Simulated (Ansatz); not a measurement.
MgS at 20 GPa: from Born charge to LO–TO splitting and polaron coupling

Theory: Ansatz, DFT PBEsol, scalar-relativistic, plane waves, PAW. Cutoff 420 eV, 8×8×8 k-points (Γ-centred), fixed occupations. No spin polarisation. Phonons by linear response, acoustic sum rule imposed.

The cell, relaxed at 20 GPa:
```cif
data_structure
_symmetry_space_group_name_H-M 'Fm-3m'
_symmetry_Int_Tables_number 225
_cell_length_a 4.8831
_cell_length_b 4.8831
_cell_length_c 4.8831
_cell_angle_alpha 90.000
_cell_angle_beta 90.000
_cell_angle_gamma 90.000
_cell_volume 116.43
loop_
_atom_site_label
_atom_site_type_symbol
_atom_site_symmetry_multiplicity
_atom_site_Wyckoff_symbol
_atom_site_fract_x
_atom_site_fract_y
_atom_site_fract_z
_atom_site_occupancy
Mg1 Mg 4 a 0.00000 0.00000 0.00000 1
S1 S 4 b 0.50000 0.00000 0.00000 1
```

Other phases may be more stable at this pressure.

Linear response gives ν_TO = 365.6 cm⁻¹, Born charges ±2.143 e (positive on Mg) and ε∞ = 5.661. The primitive cell holds 29.108 Å³, and the masses are 24.305 and 32.060 amu.

Question: Find ν_LO and the static dielectric constant.

Answer: The long-wave field adds a restoring force: ω_LO² − ω_TO² = Z*²e²/(ε_vac ε∞ μV). In these units ν_LO² − ν_TO² = 4.92064×10⁷ Z*²/(μ V ε∞) cm⁻², with μ = m₁m₂/(m₁ + m₂) = 13.825 amu: 99164 cm⁻². So ν_LO = √(365.6² + 99164) = 482.5 cm⁻¹, and the run gives 482.5. Lyddane–Sachs–Teller then gives ε0 = ε∞ (ν_LO/ν_TO)² = 9.86, against 9.86 in the run (it forms both from the same three quantities, so the match checks the arithmetic only). Between ν_TO and ν_LO the dielectric function is negative and an undamped crystal reflects fully: a reststrahlen band from 20.7 to 27.4 μm.

Question: What do the Clausius–Mossotti polarisability and the Szigeti charge come to?

Answer: With the Lorentz local field, α = (3V/4π)(ε∞ − 1)/(ε∞ + 2) = 4.23 Å³ for the pair, and e_S = 3Z*/(ε∞ + 2) = 0.84 e. The Born charge includes the electrons' response to the dipole's own local field, and e_S takes that enhancement out. The Lorentz field assumes point-like polarisable ions, a poor picture once ε∞ is this large, since the electron clouds then overlap or are shared, so both numbers are formal here.

Question: How strongly does a slow electron couple to the LO mode?

Answer: For one isotropic parabolic band, Fröhlich's constant is α_F = (1/ε∞ − 1/ε0) √(m* Ry/ħω_LO), with Ry = 13.606 eV, ħω_LO = 59.8 meV and m* in free-electron masses: α_F = 0.0752 × 15.08 × √m* = 1.13 √m*. The band mass isn't part of this run; for m* = 0.1, 0.3 and 1 it gives 0.36, 0.62, 1.13. In weak coupling the polaron lies α_F ħω_LO below the band edge (37 meV at m* = 0.3) with a mass m*(1 + α_F/6); past α_F of about 5 or 6 that expansion fails. A semilocal functional's ε∞ tends to be too large, which taken alone lowers α_F.

Cost: 1 run of about 0.39 core-minutes, on Intel Xeon Platinum 8259CL (Skylake/Cascade Lake) (shared hosts).